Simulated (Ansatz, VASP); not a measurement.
Two plane-wave programs on Sn

```xyz
2
Lattice="0.0000 3.1578 3.1578 3.1578 0.0000 3.1578 3.1578 3.1578 0.0000" Properties=species:S:1:pos:R:3 pbc="T T T"
Sn    3.1578    3.1578    3.1578
Sn    4.7366    4.7366    4.7366
```

Alike in both runs: functional LDA; k mesh 14 × 14 × 14; occupations fermi-dirac, width 0.1 eV; no spin polarisation.

Ansatz relaxed the structure, and its values are those at the end. VASP's run is a single point on that final structure, the one shown.

```csv
,VASP,Ansatz
version,VASP 6.6.1,Ansatz 0.2.0
potentials or method,"VASP PAW LDA potentials, release 64 (Sn_d)","PAW with Ansatz's default frozen-core files, scalar-relativistic"
plane-wave cutoff (eV),520,420
valence electrons in the cell,28,28
```

```csv
,VASP,Ansatz,Ansatz less VASP
pressure (GPa),4.1,4.0,-0.06
```
